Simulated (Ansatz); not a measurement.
Input and command of a plane-wave DFT calculation in Ansatz:

```yaml
crystal:
  lattice:
    - [2.8712758447, -0.1522571052, 0.4584790383]
    - [-1.5674964434, 2.5839492396, -0.6100711609]
    - [2.249809504, -2.1578867871, 15.9855646833]
  atoms:
    - { symbol: Si, position: [-0.0241675184, -0.0099362706, 0.1315894678] }
    - { symbol: Si, position: [-0.0456090081, -0.0440843795, 0.6161101385] }
    - { symbol: Si, position: [0.3620780369, 0.6134927688, 0.296670322] }
    - { symbol: Si, position: [0.6215974365, 0.3692858236, 0.7957324057] }
    - { symbol: Si, position: [0.4026134515, 0.694237596, 0.9568813842] }
    - { symbol: Si, position: [0.717371717, 0.3678931387, 0.4514546726] }
    - { symbol: C, position: [0.0455115652, 0.0092275357, 0.986574009] }
    - { symbol: C, position: [0.0129254526, 0.0169099393, 0.5090660087] }
    - { symbol: C, position: [0.2635251227, 0.6297331784, 0.1696886711] }
    - { symbol: C, position: [0.5985754542, 0.2631596703, 0.6500340492] }
    - { symbol: C, position: [0.3670440168, 0.7349659571, 0.8439764348] }
    - { symbol: C, position: [0.6785342728, 0.3551150422, 0.342222436] }
basis:
  ecutwfc: 500
kpoints:
  mp_grid: { grid: [12, 12, 2] }
hamiltonian:
  xc: r2scan
scf:
  occupations: { method: gaussian, width: 0.05 }
output:
  forces: true
  stress: true
  eigenvalues: true
```

```bash
ansatz run input.yaml --threads 2 --pin off --max-ram 5120MiB --backend cpu --events-out ev --progress --plain --runs-dir out
```

Processor: Intel(R) Xeon(R) Platinum 8488C (Sapphire Rapids), 2 threads, on a host shared with other jobs.

Question: Estimate time, memory and problem size.

Answer: About 33 s on 2 threads of Intel(R) Xeon(R) Platinum 8488C (Sapphire Rapids), on a shared host, peak memory 1 GiB. It solves 36 bands at 148 k points (the mesh reduced by symmetry) with about 2803 plane waves, in 9 SCF iterations.
